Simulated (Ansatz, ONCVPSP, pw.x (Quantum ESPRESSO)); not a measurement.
## Ge (Z = 32): one change to the ONCV potential, in the atom and in the fcc crystal

```json
{"Element": "germanium", "Generator": "ONCVPSP 4.0.1.1 (patched build)", "Type": "optimised norm-conserving Vanderbilt (ONCV)", "Functional": "PBE", "Relativity": "scalar-relativistic", "Frozen core": "[Ar] 3d10", "Valence charge": "4", "Reference configuration": "4s2 4p2", "Partial waves": "4s: rc 1.75 bohr, ncon 5, nbas 9, qcut 4 1/bohr, 2 projectors, debl 3.6 Ha; 4p: rc 1.85 bohr, ncon 4, nbas 8, qcut 5.1 1/bohr, 2 projectors, debl 3.6 Ha; d scattering state at 0.36 Ha: rc 1.75 bohr, ncon 4, nbas 7, qcut 6 1/bohr, 2 projectors, debl 3.1 Ha", "Local potential": "polynomial inside 1.15 bohr (lpopt 5, dvloc0 0 Ha)", "Core correction": "polynomial model core, fcfact 0.2"}
```

Change: d: rc 1.88.

Cutoffs, loose and tight: the cutoffs (Ha) at which the residual kinetic energy of the hardest occupied pseudo-wave falls to 1 and 0.1 mHa per electron. They do not see the model core or the augmentation charge, which bear on the density cutoff. Test errors are all-electron minus pseudo excitation energies from the reference, over the configurations 4s2 4p1; 4s2 4p0; 4s1 4p0; 4s0 4p4; variants that change the core or the reference have their own tests.

Crystal test: fcc Ge in pw.x 7.5, no spin, 13³ k-points, Fermi–Dirac smearing 0.01 Ry, cutoffs set for each file from its atomic test. The reference is all-electron LAPW (Ansatz 0.2.0) with the same functional, mesh and smearing; V0 and B0 come from Birch–Murnaghan fits to the pressures at five volumes. Errors are pseudo minus all-electron; Δ is the rms difference of the E(V) curves that follow from these fits, minima aligned, over ±6 % about the mean V0. Mesh and smearing are coarse, so the numbers serve the comparison and aren't converged zero-temperature values; the lattice is a test structure that the element need not adopt.

All-electron: a0 = 4.278 Å (V0 = 19.58 Å³/atom), B0 = 60.8 GPa.

Task: Does the change bring the crystal closer to the all-electron result?

Result: The mean pressure error goes from -2.86 to -2.14 GPa, so the change moves the solid closer to the all-electron pressures.

| quantity | base | changed |
| --- | --- | --- |
| outcome (atom) | generated | generated |
| cutoff, loose (atom) | 9.1 Ha | 9.1 Ha |
| cutoff, tight (atom) | 35 Ha | 35 Ha |
| bound ghosts (atom) | none | none |
| largest test error (meV) (atom) | -236 | -236 |
| cutoffs in pw.x (Ry) | 85/340 | 85/340 |
| a0 (Å) | 4.207 | 4.226 |
| a0 error (%) | -1.66 | -1.22 |
| B0 error (%) | +3.1 | +2.5 |
| Δ (meV/atom) | 13.0 | 9.6 |
| mean pressure error (GPa) | -2.86 | -2.14 |

Base: This is a poor potential for the solid. The generator flags a localised state at positive energy (d at 8 eV). The cutoffs count occupied waves only; projector 2 of the d channel, the hardest unoccupied one, needs 78 Ha at the loose tolerance. Changed file: This is a poor potential for the solid. The generator flags a localised state at positive energy (d at 20 eV). The cutoffs count occupied waves only; projector 2 of the d channel, the hardest unoccupied one, needs 67 Ha at the loose tolerance.
